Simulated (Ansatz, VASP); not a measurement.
Zn: VASP beside Ansatz

```
Zn
1.0
     0.00000    1.96478    1.96478
     1.96478    0.00000    1.96478
     1.96478    1.96478    0.00000
Zn
1
Direct
  0.00000 0.00000 0.00000
```

This isn't the form of Zn at room conditions, which is hcp.

Alike in both runs: task single point; functional PBE; k mesh 12 × 12 × 12; occupations fermi-dirac, width 0.05 eV; no spin polarisation.

```csv
,VASP,Ansatz
version,VASP 6.6.1,Ansatz 0.2.0
potentials or method,"VASP PAW PBE potentials, release 64 (Zn)",Ansatz PAW
plane-wave cutoff (eV),520,420
valence electrons in the cell,12,12
```

```tsv
	VASP	Ansatz	Ansatz less VASP
gap on the k mesh at the Fermi level (eV)	none	none	-
pressure (GPa)	0.1	-0.2	-0.32
```

A gap of «none» marks a metal or a gap that the smearing closes. The functional is the same, so the differences come from potentials, cutoffs and numerics.
